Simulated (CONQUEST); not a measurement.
## Pd under changes of volume

One of the cells (15.547 Å³/atom); the others are scaled copies at fixed shape and fractional positions:

```xyz
2
Lattice="3.1446 0.0000 0.0000 0.0000 3.1446 0.0000 0.0000 0.0000 3.1446" Properties=species:S:1:pos:R:3 pbc="T T T"
Pd    0.0000    0.0000    0.0000
Pd    1.5723    1.5723    1.5723
```

This isn't the form of Pd at room conditions, which is fcc.

```yaml
Program: CONQUEST 1.3
Functional: PBEsol
Potentials_or_basis: PseudoDojo NC PBEsol, DZP, grid of 32 × 32 × 32 points
k_mesh: 8 × 8 × 8
Occupations: fermi-dirac, width 0.05 eV
Spin: no spin polarisation
```

```csv
volume (Å³/atom),energy over the lowest point (meV/atom),pressure (GPa)
14.614,?,?
14.925,0.00,-1.6
15.236,6.93,-5.4
15.547,20.55,-8.5
15.858,40.00,-11.3
16.169,64.24,-13.7
16.480,93.02,-15.9
```

**Question.** What does the run at 14.614 Å³/atom give?

**Answer.** Energy over the lowest point 0.91 meV/atom; pressure 2.9 GPa.

Worked out: A Birch-Murnaghan fit of order 3 (a polynomial in V^(-2/3)) to the other rows has its minimum at 14.79 Å³/atom, just outside them, with B0 = V·E''(V) = 198 GPa and B' = 5.6. It gives 0.68 meV/atom at 14.614 Å³/atom, against the run's 0.91, and -dE/dV = 2.5 GPa, against 2.9.

Energies are extrapolated to zero smearing.

Caveats: the basis of atomic orbitals isn't converged, which shifts pressures, moduli and gaps.
